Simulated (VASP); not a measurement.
Here is the system:

```
CsCl
1.0
    4.12000     0.00000     0.00000
    0.00000     4.12000     0.00000
    0.00000     0.00000     4.12000
Cs Cl
1 1
Cartesian
  0.00000   0.00000   0.00000
  2.06000   2.06000   2.06000
```

Method: eigenvalue-self-consistent GW0 on PBE orbitals, VASP's PBE PAW potentials (set 64) (plane waves; VASP 6.6.1). Settings: PREC = Normal, 500 eV cut-off, 4×4×4 Γ-centred mesh, Gaussian smearing of 0.010 eV, potentials Cs_sv_GW Cl_GW.

The mesh is coarse and the basis finite, so the quasiparticle values are not converged.

NBANDS = 160, ENCUTGW = 200 eV, NOMEGA = 64, 4 updates of the levels in G. The PBE levels (eV) are:

| state | KS energy | filling |
|---|---|---|
| k1 (0.00, 0.00, 0.00), band 5 | -5.36 | 2 |
| k1 (0.00, 0.00, 0.00), band 6 | 0.49 | 2 |
| k1 (0.00, 0.00, 0.00), band 7 | 0.49 | 2 |
| k1 (0.00, 0.00, 0.00), band 8 | 0.49 | 2 |
| k1 (0.00, 0.00, 0.00), band 9 | 5.77 | 0 |
| k1 (0.00, 0.00, 0.00), band 10 | 5.89 | 0 |
| k1 (0.00, 0.00, 0.00), band 11 | 5.89 | 0 |
| k1 (0.00, 0.00, 0.00), band 12 | 10.53 | 0 |
| k4 (0.25, 0.25, 0.00), band 5 | -5.23 | 2 |
| k4 (0.25, 0.25, 0.00), band 6 | -0.20 | 2 |
| k4 (0.25, 0.25, 0.00), band 7 | 0.24 | 2 |
| k4 (0.25, 0.25, 0.00), band 8 | 0.36 | 2 |
| k4 (0.25, 0.25, 0.00), band 9 | 6.77 | 0 |
| k4 (0.25, 0.25, 0.00), band 10 | 7.40 | 0 |
| k4 (0.25, 0.25, 0.00), band 11 | 8.05 | 0 |
| k4 (0.25, 0.25, 0.00), band 12 | 9.26 | 0 |
| k7 (0.25, 0.25, 0.25), band 5 | -5.60 | 2 |
| k7 (0.25, 0.25, 0.25), band 6 | 0.02 | 2 |
| k7 (0.25, 0.25, 0.25), band 7 | 0.02 | 2 |
| k7 (0.25, 0.25, 0.25), band 8 | 0.03 | 2 |
| k7 (0.25, 0.25, 0.25), band 9 | 8.10 | 0 |
| k7 (0.25, 0.25, 0.25), band 10 | 8.22 | 0 |
| k7 (0.25, 0.25, 0.25), band 11 | 8.22 | 0 |
| k7 (0.25, 0.25, 0.25), band 12 | 8.86 | 0 |

Give the quasiparticle energies and renormalisation factors Z.

```
state                           QP energy (eV)     Z
------------------------------  --------------  ----
k1 (0.00, 0.00, 0.00), band 5            -7.73  0.81
k1 (0.00, 0.00, 0.00), band 6            -1.50  0.79
k1 (0.00, 0.00, 0.00), band 7            -1.50  0.79
k1 (0.00, 0.00, 0.00), band 8            -1.50  0.79
k1 (0.00, 0.00, 0.00), band 9             6.59  0.85
k1 (0.00, 0.00, 0.00), band 10            6.84  0.85
k1 (0.00, 0.00, 0.00), band 11            6.84  0.85
k1 (0.00, 0.00, 0.00), band 12           12.16  0.82
k4 (0.25, 0.25, 0.00), band 5            -7.58  0.81
k4 (0.25, 0.25, 0.00), band 6            -2.30  0.78
k4 (0.25, 0.25, 0.00), band 7            -1.79  0.79
k4 (0.25, 0.25, 0.00), band 8            -1.66  0.78
k4 (0.25, 0.25, 0.00), band 9             7.82  0.85
k4 (0.25, 0.25, 0.00), band 10            8.39  0.85
k4 (0.25, 0.25, 0.00), band 11            9.22  0.84
k4 (0.25, 0.25, 0.00), band 12           10.66  0.84
k7 (0.25, 0.25, 0.25), band 5            -8.00  0.81
k7 (0.25, 0.25, 0.25), band 6            -2.05  0.78
k7 (0.25, 0.25, 0.25), band 7            -2.05  0.78
k7 (0.25, 0.25, 0.25), band 8            -2.03  0.78
k7 (0.25, 0.25, 0.25), band 9             9.22  0.84
k7 (0.25, 0.25, 0.25), band 10            9.41  0.84
k7 (0.25, 0.25, 0.25), band 11            9.41  0.84
k7 (0.25, 0.25, 0.25), band 12           10.02  0.84
```
On the mesh the gap opens from 5.28 to 8.09 eV.

The compound is CsCl in the CsCl type structure. The cell was not relaxed at this level.
